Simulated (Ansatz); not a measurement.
## Calculated electrostatic potentials at the O nuclei for Ga2O3 under strain

Cell: a COD entry, relaxed with PBE at fixed cell and then changed (z compressed by 1 %, ions relaxed).

```cif
data_structure
_symmetry_space_group_name_H-M 'P 1'
_symmetry_Int_Tables_number 1
_cell_length_a 6.2930
_cell_length_b 6.2930
_cell_length_c 5.7434
_cell_angle_alpha 103.544
_cell_angle_beta 103.544
_cell_angle_gamma 27.928
_cell_volume 103.38
loop_
_atom_site_label
_atom_site_type_symbol
_atom_site_fract_x
_atom_site_fract_y
_atom_site_fract_z
_atom_site_occupancy
Ga1 Ga 0.09040 0.09040 0.79387 1
Ga2 Ga 0.90960 0.90960 0.20613 1
Ga3 Ga 0.65967 0.65967 0.31221 1
Ga4 Ga 0.34033 0.34033 0.68779 1
O5 O 0.16960 0.16960 0.10782 1
O6 O 0.83040 0.83040 0.89218 1
O7 O 0.17214 0.17214 0.55963 1
O8 O 0.82786 0.82786 0.44037 1
O9 O 0.49724 0.49724 0.25391 1
O10 O 0.50276 0.50276 0.74609 1
```

Sites (sets of like atoms) are named by element and the number of their first atom in this list.

The numbers come from a DFT calculation in Ansatz (PBE, plane waves and PAW, scalar-relativistic, 420 eV cutoff, Γ-centred 10×10×6 k-points, Fermi–Dirac smearing 0.02 eV).

The potential at a nucleus is that of all electrons and the other nuclei. A higher potential binds the core electrons more strongly, so differences between sites of one element are the initial-state part of core-level shifts.

(1) Rank the O sites by the potential at the nucleus, lowest first, and give each against the lowest.
A. atom 7: 4 Ga at 1.86–2.06 Å
B. atom 9: 3 Ga at 1.84–1.93 Å
C. atom 5: 3 Ga at 1.83–1.94 Å

Answers

(1) C (0.00 V), B (0.28 V), A (0.40 V).

At this changed cell the PBE pressure is 10 GPa.
